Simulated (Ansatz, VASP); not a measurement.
# One calculation of In, two programs

File POSCAR:

```
In
1.0
    2.5398961735     -4.3046529956      0.0000000000
    2.5398961735      4.3046529956      0.0000000000
    0.0000000000      0.0000000000      5.0865493369
In
4
Direct
    0.1525000000      0.8475000000      0.0785000000
    0.6525000000      0.3475000000      0.4215000000
    0.8475000000      0.1525000000      0.9215000000
    0.3475000000      0.6525000000      0.5785000000
```

Contents of INCAR.step1:

```
SYSTEM = In
  PREC = Accurate
  ENCUT = 600
  ISMEAR = 0
  SIGMA = 0.1
  LREAL = .False.
  LASPH = .True.
  NELM = 100
  GGA = PE
  ALGO = Normal
  EDIFF = 1E-4
  LWAVE = .True.
  LCHARG = .False.
```

The input INCAR.step2:

```
SYSTEM = In
  PREC = Accurate
  ENCUT = 600
  EDIFF = 1E-6
  ISMEAR = 0
  SIGMA = 0.1
  LREAL = .False.
  LASPH = .True.
  NELM = 100
  ALGO = Normal
  ISIF = 3
  LWAVE = .False.
  LCHARG = .False.
  METAGGA = R2SCAN
  LMIXTAU = .True.
  IBRION = 2
  NSW = 90
  EDIFFG = -0.04
  ISTART = 1
```

File KPOINTS:

```
regular mesh
0
Gamma
  4 4 4
  0 0 0
```

Input for Ansatz:

```yaml
crystal:
  lattice:
    - [2.5398961735, -4.3046529956, 0.0]
    - [2.5398961735, 4.3046529956, 0.0]
    - [0.0, 0.0, 5.0865493369]
  atoms:
    - { symbol: In, position: [0.1525, 0.8475, 0.0785] }
    - { symbol: In, position: [0.6525, 0.3475, 0.4215] }
    - { symbol: In, position: [0.8475, 0.1525, 0.9215] }
    - { symbol: In, position: [0.3475, 0.6525, 0.5785] }
basis:
  ecutwfc: 500
kpoints:
  mp_grid: { grid: [4, 4, 4] }
hamiltonian:
  xc: r2scan
scf:
  occupations: { method: gaussian, width: 0.1 }
  lower_state_search: "off"
output:
  forces: true
  stress: true
  eigenvalues: true
relax:
  adjacent_minimum: "off"
  f_tol: 0.04
  max_steps: 70
  cell: { stress_tol: 0.4 }
```

Alike in both runs: task relaxation of cell and atoms; functional r2SCAN; k mesh 4 × 4 × 4; occupations gaussian, width 0.1 eV; no spin polarisation.

|  | VASP | Ansatz |
| --- | --- | --- |
| version | VASP 6.6.1 | Ansatz 0.2.0 |
| potentials or method | VASP PAW PBE potentials, release 64 (In_d) | scalar-relativistic, plane waves, PAW |
| plane-wave cutoff (eV) | 600 | 500 |
| valence electrons in the cell | 52 | 52 |

Ansatz gave:

```
gap on the k mesh at the Fermi level, each at its own relaxed structure (eV) : none
relaxed volume (Å³/atom)                                                     : 28.97
relaxed cell length with the largest relative difference (Å)                 : 5.141
energy change over the relaxation (meV/atom)                                 : -20
```

Question: Estimate VASP's values.

Answer: gap on the k mesh at the Fermi level, each at its own relaxed structure (eV): none; relaxed volume (Å³/atom): 28.97; relaxed cell length with the largest relative difference (Å): 5.138; energy change over the relaxation (meV/atom): -20.

A gap of «none» marks a metal or a gap that the smearing closes.

Caveats: the PAW data sets were made with another functional, which shifts forces and pressure a little (VASP).
